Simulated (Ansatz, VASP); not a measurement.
**C: VASP beside Ansatz**

File INCAR:

```
SYSTEM = C
PREC     = Accurate       ! precision mode
ENCUT    = 520            ! plane-wave cutoff, eV
EDIFF    = 1E-6           ! SCF threshold, eV
ISMEAR   = 0              ! smearing method
SIGMA    = 0.05           ! smearing width, eV
LREAL    = .FALSE.        ! projectors in reciprocal space
LASPH    = .TRUE.         ! aspherical terms in the spheres
NELM     = 80             ! most SCF steps
ALGO     = Normal         ! electronic algorithm
ISIF     = 2              ! what is computed and relaxed
LWAVE    = .FALSE.        ! write WAVECAR
LCHARG   = .TRUE.         ! write CHGCAR
GGA      = PE             ! functional
LELF     = .TRUE.         ! ELF
LVHAR    = .TRUE.       
NBANDS   = 11             ! bands
```

KPOINTS

```
Automatic mesh
0
G
  12 12 12
  0 0 0
```

Contents of POSCAR:

```
C
1.0
    0.0000000000      1.7924340476      1.7924340476
    1.7857375319      0.0066965157      1.7857375319
    1.7857375319      1.7857375319      0.0066965157
C
2
Direct
    0.5000000000      0.5000000000      0.5000000000
    0.7500000000      0.7500000000      0.7500000000
```

Input for Ansatz:

```yaml
crystal:
  lattice:
    - [0.0, 1.7924340476, 1.7924340476]
    - [1.7857375319, 0.0066965157, 1.7857375319]
    - [1.7857375319, 1.7857375319, 0.0066965157]
  atoms:
    - { symbol: C, position: [0.5, 0.5, 0.5] }
    - { symbol: C, position: [0.75, 0.75, 0.75] }
basis:
  ecutwfc: 420
kpoints:
  mp_grid: { grid: [12, 12, 12] }
hamiltonian:
  xc: pbe
scf:
  occupations: { method: gaussian, width: 0.05 }
output:
  forces: true
  stress: true
  eigenvalues: true
```

Change from the starting cell: strain +0.0075 x Voigt [0, 0, 0, 1, 0, 0], atoms carried along.

Alike in both runs: task single point; functional PBE; k mesh 12 × 12 × 12; occupations gaussian, width 0.05 eV; no spin polarisation.

|  | VASP | Ansatz |
| --- | --- | --- |
| version | VASP 6.6.1 | Ansatz 0.2.0 |
| potentials or method | VASP PAW PBE potentials, release 64 (C) | scalar-relativistic, plane waves, PAW |
| plane-wave cutoff (eV) | 520 | 420 |
| valence electrons in the cell | 8 | 8 |

|  | VASP | Ansatz | Ansatz less VASP |
| --- | --- | --- | --- |
| gap on the k mesh at the Fermi level (eV) | 4.14 | 4.15 | +0.007 |
| least direct gap on the mesh (eV) | 5.46 | 5.47 | +0.004 |
| pressure (GPa) | 0.7 | 0.1 | -0.66 |
| largest component of the traceless stress (GPa) | 4.23 | 4.20 | -0.032 |
| rms of the force components (eV/Å) | 0.013 | 0.012 | -0.0012 |

Atom by atom the forces differ by 0.001 eV/Å (rms over components).
